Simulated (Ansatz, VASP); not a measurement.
Ag in VASP and in Ansatz

```
CELL_PARAMETERS angstrom
2.28556 1.31957 0.96823
-2.28556 1.31957 0.96823
0.00000 -2.63914 0.96823
ATOMIC_POSITIONS crystal
Ag 0.50000 0.50000 0.50000
```

Alike in both runs: task relaxation of cell and atoms; functional r2SCAN; k mesh 9 × 9 × 9; occupations gaussian, width 0.1 eV; no spin polarisation.

```csv
,VASP,Ansatz
version,VASP 6.6.1,Ansatz 0.2.0
potentials or method,"VASP PAW PBE potentials, release 64 (Ag)","scalar-relativistic, plane waves, PAW"
plane-wave cutoff (eV),600,500
valence electrons in the cell,11,19
```

|  | VASP | Ansatz | Ansatz less VASP |
| --- | --- | --- | --- |
| gap on the k mesh at the Fermi level, each at its own relaxed structure (eV) | none | none | - |
| relaxed volume (Å³/atom) | 17.42 | 17.43 | +0.008 |
| relaxed cell length with the largest relative difference (Å) | 2.827 | 2.829 | +0.0021 |
| energy change over the relaxation (meV/atom) | -5 | -5 | -0.1 |

A gap of «none» marks a metal or a gap that the smearing closes. The two sets of potentials don't hold the same shells in valence.

Caveats: the PAW data sets were made with another functional, which shifts forces and pressure a little (VASP).
